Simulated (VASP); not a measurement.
# TiTe2 (P-3m1) in VASP: further runs

The runs below take TiTe2 through single point, with HSE06.

Program: VASP 6.6.1. These are calculated values, not measurements. Logs are shortened: lines on timing, memory, paths and dates and some standing lists are left out, and cuts for length are marked.

### Step 1. The crystal as given

The structure is trigonal, space group P-3m1 (No. 164). The conventional cell has a = 3.777 Å, b = 3.777 Å, c = 6.498 Å, α = 90.00°, β = 90.00°, γ = 120.00°. Te (site symmetry 3m) is surrounded by 3 Ti at 2.77 Å. Ti (site symmetry -3m) has 6 Te at 2.77 Å as nearest neighbours.

### Step 2. Single point, HSE06

Contents of POSCAR:

```
TiTe2
1.0
    3.7770000000      0.0000000000      0.0000000000
   -1.8885000000      3.2709779501      0.0000000000
    0.0000000000      0.0000000000      6.4980000000
Te Ti
2 1
Direct
    0.3333333333      0.6666666667      0.7372000000
    0.6666666667      0.3333333333      0.2628000000
    0.0000000000      0.0000000000      0.0000000000
```

Contents of INCAR.step1:

```
SYSTEM = TiTe2
PREC = Accurate
ENCUT = 350
EDIFF = 1E-5
ISMEAR = 0
SIGMA = 0.01
LREAL = .False.
LASPH = .True.
NELM = 100
ALGO = Normal
ISIF = 2
LWAVE = .True.
LCHARG = .False.
NBANDS = 20
NKRED = 1
GGA = PE
```

Contents of INCAR.step2:

```
SYSTEM = TiTe2
PREC = Accurate
ENCUT = 350
EDIFF = 1E-6
ISMEAR = 0
SIGMA = 0.01
LREAL = .False.
LASPH = .True.
NELM = 100
ALGO = Normal
ISIF = 2
LWAVE = .False.
LCHARG = .False.
GGA = PE
LHFCALC = .True.
HFSCREEN = 0.2
PRECFOCK = Fast
NBANDS = 20
NKRED = 1
ISTART = 1
```

Contents of KPOINTS:

```
regular mesh
0
Gamma
  6 6 3
  0 0 0
```

Potentials or basis: VASP PAW PBE potentials, release 64 (Te, Ti_sv).

Launch:

```console
$ cat potpaw_PBE.64/Te/POTCAR potpaw_PBE.64/Ti_sv/POTCAR > POTCAR
$ cp INCAR.step1 INCAR
$ mpirun -np 1 vasp_std > vasp.out
$ cp INCAR.step2 INCAR
$ mpirun -np 1 vasp_std > vasp.out
```

OUTCAR:

```text
SYSTEM = TiTe2
   PREC = Accurate
   ENCUT = 350
   EDIFF = 1E-6
   ISMEAR = 0
   LREAL = .False.
   LASPH = .True.
   NELM = 100
   ISIF = 2
   GGA = PE
   LHFCALC = .True.
   HFSCREEN = 0.2
   PRECFOCK = Fast
   NKRED = 1
   ISTART = 1

 Found     17 irreducible k-points:

 Following reciprocal coordinates:
            Coordinates               Weight
  0.000000  0.000000  0.000000      1.000000
  0.166667  0.000000  0.000000      6.000000
  0.333333  0.000000  0.000000      6.000000
  0.500000  0.000000  0.000000      3.000000
  0.166667  0.166667  0.000000      6.000000
  0.333333  0.166667  0.000000     12.000000
   k-points           NKPTS =     17   k-points in BZ     NKDIM =    108   number of bands    NBANDS=     20
   number of dos      NEDOS =    301   number of ions     NIONS =      3
   total plane-waves  NPLWV =  23040
   dimension x,y,z NGX =    24 NGY =   24 NGZ =   40
   dimension x,y,z NGXF=    48 NGYF=   48 NGZF=   80
   ions per type =               2   1
   NGX,Y,Z   is equivalent  to a cutoff of  10.56, 10.56, 10.23 a.u.
   NGXF,Y,Z  is equivalent  to a cutoff of  21.13, 21.13, 20.47 a.u.
 SYSTEM =  TiTe2
   PREC   = accura    normal or accurate (medium, high low for compatibility)
   ISTART =      1    job   : 0-new  1-cont  2-samecut
   ICHARG =      0    charge: 1-file 2-atom 10-const
   ISPIN  =      1    spin polarized calculation?
   LNONCOLLINEAR =      F non collinear calculations
   LSORBIT =      F    spin-orbit coupling
   LASPH  =      T    aspherical Exc in radial PAW
   ENCUT  =  350.0 eV  25.72 Ry    5.07 a.u.   5.76  5.76  9.91*2*pi/ulx,y,z
   NELM   =    100;   NELMIN=  2; NELMDL=  0     # of ELM steps
   EDIFF  = 0.1E-05   stopping-criterion for ELM
   LREAL  =      F    real-space projection
   EDIFFG = 0.1E-04   stopping-criterion for IOM
   NSW    =      0    number of steps for IOM
   IBRION =     -1    ionic relax: 0-MD 1-quasi-New 2-CG
   NFREE  =      0    steps in history (QN), initial steepest desc. (CG)
   ISIF   =      2    stress and relaxation
   ISYM   =      3    0-nonsym 1-usesym 2-fastsym
   POTIM  = 0.5000    time-step for ionic-motion
   TEBEG  =    0.0;   TEEND  =   0.0 temperature during run
   PSTRESS=    0.0 pullay stress
   NELECT =      24.0000    total number of electrons
   NUPDOWN=      -1.0000    fix difference up-down
   EMIN   =  10.00;   EMAX   =-10.00  energy-range for DOS
   EFERMI =   0.00;   METHOD = LEGACY
   ISMEAR =     0;   SIGMA  =   0.01  broadening in eV -4-tet -1-fermi 0-gaus
   EFERMI_NEDOS =   21; number of points for ismear=-14 and -15
   IALGO  =     38    algorithm
   IMIX   =      1    mixing-type and parameters
     AMIX     =   0.40;   BMIX     =  1.00
     AMIX_MAG =   1.60;   BMIX_MAG =  1.00
  volume/ion in A,a.u.               =      26.76       180.58
  Fermi-wavevector in a.u.,A,eV,Ry     =   1.094655  2.068597 16.303438  1.198269
  Thomas-Fermi vector in A             =   2.230964
   LORBIT       =      0    0 simple, 1 ext, 2 COOP (PROOUT), +10 PAW based schemes
   GGA     = PE    functional components
   LHFCALC =     T    Hartree Fock is set to
   PRECFOCK=fast      Normal, Fast or Accurate (Low or Medium for compatibility)
   ENCUT4O =  -1.0   cutoff for four orbital integrals eV
   NKREDX  =     1    reduce k-point grid by
   NKREDY  =     1    reduce k-point grid by
   NKREDZ  =     1    reduce k-point grid by
   AEXX    =    0.2500 exact exchange contribution
   HFSCREEN=    0.2000 screening length (either q_TF or 0.3 A-1)
   HFSCREENC=   0.2000 screening length for correlation (either q_TF or 0.3 A-1)
   ENCUTFOCK=  -1.0 apply spherical cutoff to Coloumb kernel
   IVDW    =     0    specifies the selected vdW correction
   LEPSILON=     F    determine dielectric tensor
   LRPA    =     F    only Hartree local field effects (RPA)
 non-spin polarized calculation
 Gauss-broadening in eV      SIGMA  =   0.01
  energy-cutoff  :      350.00
  volume of cell :       80.28
 maximum number of plane-waves:      1204
 NGX is ok and might be reduce to    24
  NGX = 14; NGY = 14; NGZ = 24

 number of electron      24.0000003 magnetization

 Free energy of the ion-electron system (eV)
  ---------------------------------------------------
  ext. energy  EPLUGINS =         0.00000000
  ---------------------------------------------------
  free energy    TOTEN  =       -19.91062987 eV

  energy without entropy =      -19.91043357  energy(sigma->0) =      -19.91053172

 E-fermi :   6.9113     XC(G=0):  -8.1797

 val. band max:        6.8193574228   @ k =   0.5000   0.0000   0.3333
 cond. band min:       6.9181430613   @ k =   0.3333   0.0000   0.3333
 fundamental gap:      0.0987856385
 Fermi energy:         6.9113023578

 k-point     1 :       0.0000    0.0000    0.0000
  band No.  band energies     occupation
      1     -55.9670      2.00000
      2     -30.5826      2.00000
      3     -30.5826      2.00000
      4     -30.5575      2.00000
      5      -7.1620      2.00000
      6      -5.4557      2.00000
      7       0.6288      2.00000
      8       4.4671      2.00000
      9       4.4671      2.00000
     10       7.1416      0.00000
     11       7.4140      0.00000
     12       7.4140      0.00000
     13       7.5422      0.00000
     14       7.7677      0.00000
     15       7.7677      0.00000
     16      10.2149      0.00000
     17      10.2149      0.00000
     18      12.2005      0.00000
     19      13.0743      0.00000
     20      15.0128      0.00000

 k-point     2 :       0.1667    0.0000    0.0000
  band No.  band energies     occupation
      1     -55.9667      2.00000
      2     -30.5965      2.00000
      3     -30.5862      2.00000
      4     -30.5554      2.00000
      5      -6.8245      2.00000
      6      -5.2900      2.00000
      7       1.0455      2.00000
      8       3.7454      2.00000
      9       4.4904      2.00000
     10       5.1527      2.00000
     11       6.3348      2.00000
     12       6.6623      2.00000
     13       7.3687      0.00000
     14       8.2599      0.00000
     15       8.4291      0.00000
     16       9.7959      0.00000
     17      10.1288      0.00000
     18      13.2993      0.00000
     19      14.1971      0.00000
     20      14.8071      0.00000

 k-point     3 :       0.3333    0.0000    0.0000
  band No.  band energies     occupation
      1     -55.9646      2.00000
      2     -30.6240      2.00000
      3     -30.5929      2.00000
      4     -30.5509      2.00000
      5      -5.9456      2.00000
      6      -4.9590      2.00000
      7       2.0311      2.00000
      8       2.2214      2.00000
      9       2.9256      2.00000
     10       4.4425      2.00000
     11       5.0680      2.00000
     12       5.4649      2.00000
     13       7.0980      0.00000
     14       8.4566      0.00000
     15       8.7132      0.00000
     16       9.9364      0.00000
     17      10.3873      0.00000
     18      12.7689      0.00000
     19      13.0807      0.00000
     20      13.6206      0.00000

 k-point     4 :       0.5000    0.0000    0.0000
  band No.  band energies     occupation
      1     -55.9636      2.00000
      2     -30.6378      2.00000
      3     -30.5962      2.00000
      4     -30.5486      2.00000
      5      -5.1637      2.00000
      6      -4.9723      2.00000
      7       0.9219      2.00000
      8       2.3137      2.00000
      9       3.4196      2.00000
     10       3.7914      2.00000
     11       4.3537      2.00000
     12       5.1987      2.00000
     13       6.9794      0.00000
     14       8.4550      0.00000
     15       8.9144      0.00000
     16       9.4429      0.00000
     17      10.5305      0.00000
     18      12.4552      0.00000
     19      12.9814      0.00000
     20      13.3974      0.00000

 k-point     5 :       0.1667    0.1667    0.0000
  band No.  band energies     occupation
      1     -55.9651      2.00000
      2     -30.6146      2.00000
      3     -30.5937      2.00000
      4     -30.5521      2.00000
      5      -6.2117      2.00000
      6      -5.0310      2.00000
      7       1.8157      2.00000
      8       2.9642      2.00000
      9       3.3779      2.00000
     10       4.2124      2.00000
     11       4.7498      2.00000
     12       5.8203      2.00000
     13       7.5968      0.00000
     14       8.6268      0.00000
     15       8.6670      0.00000
     16       9.1708      0.00000
     17      10.4028      0.00000
     18      13.4077      0.00000
     19      14.3228      0.00000
     20      14.6997      0.00000

 k-point     6 :       0.3333    0.1667    0.0000
  band No.  band energies     occupation
      1     -55.9634      2.00000
      2     -30.6307      2.00000
      3     -30.6032      2.00000
      4     -30.5487      2.00000
      5      -5.3167      2.00000
      6      -4.8325      2.00000
      7       1.4948      2.00000
      8       2.4520      2.00000
      9       3.0418      2.00000
     10       3.6834      2.00000
     11       4.0042      2.00000
     12       4.5422      2.00000
     13       7.8939      0.00000
     14       8.4354      0.00000
     15       8.8225      0.00000
     16       9.3035      0.00000
     17       9.7702      0.00000
     18      12.0406      0.00000
     19      14.3042      0.00000
     20      14.4862      0.00000

 [... further k-points ...]
[... 5 lines left out ...]
  --------------------------------------------------------------------------------------
  -------------------------------------------------------------------------------------
  Total       -0.3413667     -0.3413667     -0.2506820      0.0000000      0.0000000     -0.0000000
  in kB       -6.8128282     -6.8128282     -5.0029884      0.0000000      0.0000000     -0.0000000
  external PRESSURE =      -6.2095483 kB  Pullay stress =       0.0000000 kB

 VOLUME and BASIS-vectors are now :
 -----------------------------------------------------------------------------
  energy-cutoff  :      350.00
  volume of cell :       80.28
      direct lattice vectors                 reciprocal lattice vectors
     3.777000000  0.000000000  0.000000000     0.264760392  0.152859484  0.000000000
    -1.888500000  3.270977950  0.000000000     0.000000000  0.305718967  0.000000000
     0.000000000  0.000000000  6.498000000     0.000000000  0.000000000  0.153893506

 POSITION                                       TOTAL-FORCE (eV/Angst)
 -----------------------------------------------------------------------------------
     -0.00000      2.18065      4.79033         0.000000     -0.000000      0.322838
      1.88850      1.09033      1.70767        -0.000000      0.000000     -0.322838
      0.00000      0.00000      0.00000        -0.000000      0.000000     -0.000000
 -----------------------------------------------------------------------------------
    total drift:                               -0.000000      0.000000     -0.000001

  FREE ENERGIE OF THE ION-ELECTRON SYSTEM (eV)
  ---------------------------------------------------
  free  energy   TOTEN  =       -19.9106298677 eV

  energy  without entropy=      -19.9104335662  energy(sigma->0) =      -19.91053172
```

It took 16 min on 1 thread of AMD EPYC 9R14 (Zen 4), shared host; peak memory 0.25 GiB.

These settings aren't checked as converged: the numbers below hold their error.

What came out:

| Quantity | Value |
| --- | --- |
| Free energy | -19.9106 eV |
| Pressure | -0.6 GPa |
| Largest force | 0.323 eV/Å |
| Band gap on the k mesh | none (metal or under the smearing width) |

Caveat: the PAW data sets were made with another functional, which shifts forces and pressure a little; this functional lacks dispersion, which binds the layers, so the pressure and a relaxed spacing across them are unreliable.

### Step 3. Single point, HSE06

POSCAR is that of step 2.

Edit INCAR.step1 of step 2 so:

```diff
@@ -2,3 +2,3 @@
 PREC = Accurate
-ENCUT = 350
+ENCUT = 500
 EDIFF = 1E-5
```

Edit INCAR.step2 of step 2 so:

```diff
@@ -2,3 +2,3 @@
 PREC = Accurate
-ENCUT = 350
+ENCUT = 500
 EDIFF = 1E-6
```

Contents of KPOINTS:

```
regular mesh
0
Gamma
  5 5 3
  0 0 0
```

Potentials or basis: VASP PAW PBE potentials, release 64 (Te, Ti_sv).

Launch:

```console
$ cat potpaw_PBE.64/Te/POTCAR potpaw_PBE.64/Ti_sv/POTCAR > POTCAR
$ cp INCAR.step1 INCAR
$ mpirun -np 1 vasp_std > vasp.out
$ cp INCAR.step2 INCAR
$ mpirun -np 1 vasp_std > vasp.out
```

It took 12 min on 1 thread of AMD EPYC 9R14 (Zen 4), shared host; peak memory 0.27 GiB.

These settings aren't checked as converged: the numbers below hold their error.

Results:

| Property | Result |
| --- | --- |
| Free energy | -19.9064 eV |
| Pressure | -0.7 GPa |
| Largest force | 0.322 eV/Å |
| Band gap on the k mesh | none (metal or under the smearing width) |

Caveat: the k mesh is coarse (spacing up to 0.38 Å⁻¹), so the values aren't converged, least of all with exact exchange; the PAW data sets were made with another functional, which shifts forces and pressure a little; this functional lacks dispersion, which binds the layers, so the pressure and a relaxed spacing across them are unreliable.

(Continued in part 2 of 2.)
